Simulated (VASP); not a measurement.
Al, 4 atoms in the cell. The cell holds a slab with vacuum, 4 atoms: a = 2.912 Å, b = 2.912 Å, c = 26.383 Å, α = 90.00°, β = 90.00°, γ = 90.00°. The cell was built by a generator and needn't be a form met in nature.

| Quantity | Value |
| --- | --- |
| Program | VASP 6.6.1 |
| Task | relaxation of the atoms |
| Functional | PBE |
| Potentials or basis | VASP PAW PBE potentials, release 64 (Al) |
| Cutoff | 520 eV |
| k mesh | 11 × 11 × 1 |
| Occupations | methfessel-paxton, width 0.1 eV |
| Spin | no spin polarisation |
| Dipole correction | yes |
| Further INCAR settings | ALGO = Normal; EDIFF = 1e-06; IBRION = 2; EDIFFG = -0.02; NSW = 90 |

Potentials or basis: VASP PAW PBE potentials, release 64 (Al).

Launch:

```bash
$ cat potpaw_PBE.64/Al/POTCAR > POTCAR
$ mpirun -np 2 vasp_std > vasp.out
```

Hardware: 2 MPI ranks on Intel(R) Xeon(R) 6975P-C (Granite Rapids), with other jobs on the host.

Question: Estimate the wall time of this run.

Answer: Wall time 58 s on 2 MPI ranks on Intel(R) Xeon(R) 6975P-C (Granite Rapids) (shared host), peak memory 0.32 GiB a rank. Counts: scf iterations 69, k points 21, ion steps 9.
